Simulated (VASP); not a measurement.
Input of a VASP 6.6.1 run:

Contents of INCAR:

```
SYSTEM = MgS
PREC = Accurate ; ENCUT = 520
EDIFF = 1E-7 ; ISMEAR = -1
SIGMA = 0.05 ; LREAL = .FALSE.
LASPH = .TRUE. ; NELM = 100
ALGO = Normal ; ISIF = 2
LWAVE = .FALSE. ; LCHARG = .FALSE.
GGA = PE ; NBANDS = 11
```

Contents of KPOINTS:

```
regular mesh
0
G
  8 8 8
  0 0 0
```

The input POSCAR:

```
MgS
1.0
    0.0000000000      2.8331200468      2.8331200468
    2.8331200468      0.0000000000      2.8331200468
    2.8331200468      2.8331200468      0.0000000000
S Mg
1 1
Direct
    0.2500000000      0.2500000000      0.2500000000
    0.0000000000      0.0000000000      0.0000000000
```

Potentials or basis: VASP PAW PBE potentials, release 64 (S, Mg).

Launch:

```bash
$ cat potpaw_PBE.64/S/POTCAR potpaw_PBE.64/Mg/POTCAR > POTCAR
$ mpirun -np 1 vasp_std > vasp.out
```

(1) Estimate the pressure.

(2) Estimate the band gap on the k mesh.

## Answers

(1) 0.8 GPa.

(2) 3.45 eV, direct.
